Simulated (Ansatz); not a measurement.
**ZnO: kick along a soft mode, then relaxed**

All numbers below come from DFT PBE, scalar-relativistic, plane waves, PAW in Ansatz 0.2.0. Settings: plane waves to 420 eV, k-mesh 6×6×8 (Γ-centred), Gaussian smearing 0.05 eV. No spin polarisation. Energies are free energies at this smearing, counted from the undisturbed cell; pressure is positive in compression.

The undisturbed cell (relaxed at this level; this form isn't the usual structure):

```xyz
8
Lattice="5.6085 0.0000 0.0000 0.0000 5.6085 0.0000 0.0000 0.0000 3.2791" Properties=species:S:1:pos:R:3 pbc="T T T"
Zn    1.0189    1.0189    1.6396
Zn    4.5895    4.5895    1.6396
Zn    3.8232    1.7853    0.0000
Zn    1.7853    3.8232    0.0000
O     4.5901    1.0183    1.6396
O     1.0183    4.5901    1.6396
O     3.8226    3.8226    0.0000
O     1.7859    1.7859    0.0000
```

The atoms are moved along a zone-centre mode of 53 cm⁻¹ (Å):

| atom | ux | uy | uz |
| --- | --- | --- | --- |
| Zn1 | 0.106 | -0.106 | 0.000 |
| Zn2 | -0.106 | 0.106 | 0.000 |
| Zn3 | 0.106 | 0.106 | 0.000 |
| Zn4 | -0.106 | -0.106 | 0.000 |
| O5 | 0.088 | 0.088 | 0.000 |
| O6 | -0.088 | -0.088 | 0.000 |
| O7 | -0.088 | 0.088 | 0.000 |
| O8 | 0.088 | -0.088 | 0.000 |

Cell and atoms are then relaxed.

Q: Does the relaxation return to the undisturbed structure?

A: Yes (up to a choice of domain or origin): same space group and volume, and an energy 0.0 meV/atom from it. The final space group reads P4_2/mnm (tolerance 0.01 Å) and the volume changes by 0.00 %.

Final structure:

```
Zn O
1.0
     5.60669    0.00000    0.00000
     0.00000    5.60997    0.00000
     0.00000    0.00000    3.27914
Zn O
4 4
Direct
  0.18177 0.18160 0.50000
  0.81823 0.81840 0.50000
  0.68177 0.31840 0.00000
  0.31823 0.68160 0.00000
  0.81834 0.18147 0.50000
  0.18166 0.81853 0.50000
  0.68166 0.68147 0.00000
  0.31834 0.31853 0.00000
```

The relaxation, step by step (energy from the first step; small jumps at an unchanged geometry come where the plane waves are selected anew for the new cell):

```
step  ΔE (meV/atom) largest force component (eV/Å) pressure (GPa)
   1            0.0                           0.112           -0.65
   2           -1.5                           0.095           -0.34
   3           -4.3                           0.048           -0.30
   4           -4.7                           0.021            0.44
   5           -4.7                           0.002            0.01
   6           -4.7                           0.001            0.01
```

Frames along the relaxation (Å, eV/Å):

```xyz
8
Lattice="5.608 0.000 0.000 0.000 5.608 0.000 0.000 0.000 3.279" Properties=species:S:1:pos:R:3:forces:R:3 pbc="T T T" step=1
Zn    1.125    0.913    1.640   -0.112    0.034    0.000
Zn    4.483    4.696    1.640    0.112   -0.034    0.000
Zn    3.929    1.891    0.000   -0.112   -0.034    0.000
Zn    1.679    3.717    0.000    0.112    0.034    0.000
O     4.678    1.107    1.640    0.014   -0.060    0.000
O     0.930    4.502    1.640   -0.014    0.060    0.000
O     3.734    3.911    0.000   -0.014   -0.060    0.000
O     1.874    1.698    0.000    0.014    0.060    0.000
8
Lattice="5.616 0.000 0.000 0.000 5.596 0.000 0.000 0.000 3.279" Properties=species:S:1:pos:R:3:forces:R:3 pbc="T T T" step=2
Zn    1.109    0.929    1.640   -0.095    0.039    0.000
Zn    4.508    4.666    1.640    0.095   -0.039    0.000
Zn    3.917    1.869    0.000   -0.095   -0.039    0.000
Zn    1.699    3.727    0.000    0.095    0.039    0.000
O     4.671    1.090    1.640    0.018   -0.034    0.000
O     0.945    4.505    1.640   -0.018    0.034    0.000
O     3.754    3.888    0.000   -0.018   -0.034    0.000
O     1.863    1.707    0.000    0.018    0.034    0.000
8
Lattice="5.625 0.000 0.000 0.000 5.605 0.000 0.000 0.000 3.279" Properties=species:S:1:pos:R:3:forces:R:3 pbc="T T T" step=3
Zn    1.036    1.002    1.640   -0.042    0.013    0.000
Zn    4.589    4.603    1.640    0.042   -0.013    0.000
Zn    3.849    1.800    0.000   -0.042   -0.013    0.000
Zn    1.776    3.805    0.000    0.042    0.013    0.000
O     4.611    1.030    1.640    0.048   -0.011    0.000
O     1.014    4.575    1.640   -0.048    0.011    0.000
O     3.827    3.833    0.000   -0.048   -0.011    0.000
O     1.799    1.773    0.000    0.048    0.011    0.000
8
Lattice="5.584 0.000 0.000 0.000 5.616 0.000 0.000 0.000 3.277" Properties=species:S:1:pos:R:3:forces:R:3 pbc="T T T" step=4
Zn    1.019    1.020    1.639    0.001   -0.008    0.000
Zn    4.565    4.596    1.639   -0.001    0.008    0.000
Zn    3.811    1.788    0.000    0.001    0.008    0.000
Zn    1.773    3.829    0.000   -0.001   -0.008    0.000
O     4.569    1.016    1.639   -0.021    0.008    0.000
O     1.014    4.601    1.639    0.021   -0.008    0.000
O     3.806    3.824    0.000    0.021    0.008    0.000
O     1.778    1.793    0.000   -0.021   -0.008    0.000
8
Lattice="5.607 0.000 0.000 0.000 5.610 0.000 0.000 0.000 3.279" Properties=species:S:1:pos:R:3:forces:R:3 pbc="T T T" step=5
Zn    1.019    1.019    1.640   -0.001    0.001    0.000
Zn    4.588    4.591    1.640    0.001   -0.001    0.000
Zn    3.822    1.786    0.000   -0.001   -0.001    0.000
Zn    1.784    3.824    0.000    0.001    0.001    0.000
O     4.588    1.018    1.640    0.000    0.002    0.000
O     1.018    4.592    1.640    0.000   -0.002    0.000
O     3.822    3.823    0.000    0.000    0.002    0.000
O     1.785    1.787    0.000    0.000   -0.002    0.000
8
Lattice="5.607 0.000 0.000 0.000 5.610 0.000 0.000 0.000 3.279" Properties=species:S:1:pos:R:3:forces:R:3 pbc="T T T" step=6
Zn    1.019    1.019    1.640   -0.001    0.001    0.000
Zn    4.588    4.591    1.640    0.001   -0.001    0.000
Zn    3.822    1.786    0.000   -0.001   -0.001    0.000
Zn    1.784    3.824    0.000    0.001    0.001    0.000
O     4.588    1.018    1.640    0.000    0.001    0.000
O     1.018    4.592    1.640    0.000   -0.001    0.000
O     3.822    3.823    0.000    0.000    0.001    0.000
O     1.785    1.787    0.000    0.000   -0.001    0.000
```

Cost: 1 run of about 1.9 core-minutes, on Arm Neoverse V2 (shared hosts).